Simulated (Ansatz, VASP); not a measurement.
Two plane-wave programs on ZnS (Wurtzite-2H)

```
Zn S
1.0
     3.72200    0.00000    0.00000
    -1.86100    3.22334    0.00000
     0.00000    0.00000    6.12494
Zn S
2 2
Direct
  0.33333 0.66667 0.00588
  0.66667 0.33333 0.50588
  0.33333 0.66667 0.37912
  0.66667 0.33333 0.87912
```

Alike in both runs: functional PBE; k mesh 9 × 9 × 6; occupations gaussian, width 0.02 eV; no spin polarisation.

Ansatz relaxed the structure, and its values are those at the end. VASP's run is a single point on that final structure, the one shown.

|  | VASP | Ansatz |
| --- | --- | --- |
| version | VASP 6.6.1 | Ansatz 0.2.0 |
| potentials or method | VASP PAW PBE potentials, release 64 (Zn, S) | scalar-relativistic, plane waves, PAW |
| plane-wave cutoff (eV) | 520 | 420 |
| valence electrons in the cell | 36 | 36 |

VASP gave:

- gap on the k mesh at the Fermi level (eV): 2.50
- least direct gap on the mesh (eV): 2.50
- pressure (GPa): 8.2

**Question.** What did Ansatz give for the same quantities?

**Answer.** gap on the k mesh at the Fermi level (eV): 2.49; least direct gap on the mesh (eV): 2.49; pressure (GPa): 8.0.

The functional is the same, so the differences come from potentials, cutoffs and numerics.
